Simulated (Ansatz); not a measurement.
# IrO2: the cost of one run

Computed with Ansatz 0.2.0 (DFT r²SCAN+U (U_eff = 1 eV on Ir d), plane waves, PAW, no spin–orbit coupling unless a run says so, unless a step's input says otherwise).

## 1. The system as given

The structure is tetragonal, space group P4_2/mnm (No. 136). Conventional cell: a = 4.499 Å, b = 4.499 Å, c = 3.146 Å, α = 90.00°, β = 90.00°, γ = 90.00°. Around Ir (site symmetry mmm) lie 6 O at 1.98 Å. Around O (site symmetry m2m) lie 3 Ir at 1.98 Å.

Structure file:

```cif
data_structure
_symmetry_space_group_name_H-M 'P 1'
_symmetry_Int_Tables_number 1
_cell_length_a 4.4990
_cell_length_b 4.4990
_cell_length_c 3.1460
_cell_angle_alpha 90.000
_cell_angle_beta 90.000
_cell_angle_gamma 90.000
_cell_volume 63.68
loop_
_atom_site_label
_atom_site_type_symbol
_atom_site_fract_x
_atom_site_fract_y
_atom_site_fract_z
_atom_site_occupancy
Ir1 Ir 0.00000 0.00000 0.00000 1
Ir2 Ir 0.50000 0.50000 0.50000 1
O1 O 0.31100 0.31100 0.00000 1
O2 O 0.18900 0.81100 0.50000 1
O3 O 0.68900 0.68900 0.00000 1
O4 O 0.81100 0.18900 0.50000 1
```

Magnetic order typed: opposed in the cell.

## 2. From atoms, symmetry kept, no search

File input.yaml:

```yaml
crystal:
  lattice:
    - [4.49900026, 0.0, 0.0]
    - [0.0, 4.49900026, 0.0]
    - [0.0, 0.0, 3.14600018]
  atoms:
    - { symbol: Ir, position: [0.0, 0.0, 0.0], spin: 5.0 }
    - { symbol: Ir, position: [0.5, 0.5, 0.5], spin: -5.0 }
    - { symbol: O, position: [0.311, 0.311, 0.0] }
    - { symbol: O, position: [0.189, 0.811, 0.5] }
    - { symbol: O, position: [0.689, 0.689, 0.0] }
    - { symbol: O, position: [0.811, 0.189, 0.5] }
basis:
  ecutwfc: 500
  ecutrho_ratio: 4
kpoints:
  mp_grid: { grid: [4, 4, 6] }
hamiltonian:
  xc: r2scan
  hubbard:
    sites: [{ site: 0, l: d, u_eff: 1.0 }, { site: 1, l: d, u_eff: 1.0 }]
scf:
  occupations: { method: gaussian, width: 0.05 }
  lower_state_search: "off"
  max_iter: 150
output:
  forces: true
  stress: true
  eigenvalues: true
  populations: true
  hubbard: { sites: [{ site: 0, l: d }, { site: 1, l: d }] }
magnetization:
  spin_polarized: true
```

Launch:

```sh
> ansatz run input.yaml --threads 8 --pin off --max-ram 12288MiB --backend cpu --events-out ev --progress --plain --runs-dir out
```

What time and memory should one allow on 8 threads of Arm Neoverse V2, shared host?

About 8.9 s, with a peak of 0.7 GiB.
